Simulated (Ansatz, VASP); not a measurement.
**Pd in VASP and in Ansatz**

```
CELL_PARAMETERS angstrom
2.73778 0.00000 0.00000
-1.36889 2.37099 0.00000
0.00000 0.00000 9.03661
ATOMIC_POSITIONS crystal
Pd 0.00000 0.00000 0.00000
Pd 0.33333 0.66667 0.25000
Pd 0.00000 0.00000 0.50000
Pd 0.66667 0.33333 0.75000
```

This isn't the form of Pd at room conditions, which is fcc.

Alike in both runs: task single point; functional PBEsol; k mesh 10 × 10 × 3; occupations methfessel-paxton of order 1, width 0.1 eV; no spin polarisation.

|  | VASP | Ansatz |
| --- | --- | --- |
| version | VASP 6.6.1 | Ansatz 0.2.0 |
| potentials or method | VASP PAW PBE potentials, release 64 (Pd) | plane waves, PAW |
| plane-wave cutoff (eV) | 520 | 510 |
| valence electrons in the cell | 40 | 72 |

VASP gave:

| Quantity | Value |
| --- | --- |
| pressure (GPa) | -1.6 |
| largest component of the traceless stress (GPa) | 0.57 |

Task: Estimate Ansatz's values.

Result: Pressure (GPa): -1.3; largest component of the traceless stress (GPa): 0.61.

With one functional, cell and mesh, what is left measures potentials, basis and numerics. The two sets of potentials don't hold the same shells in valence.

Caveats: the PAW data sets were made with another functional, which shifts forces and pressure a little (VASP).
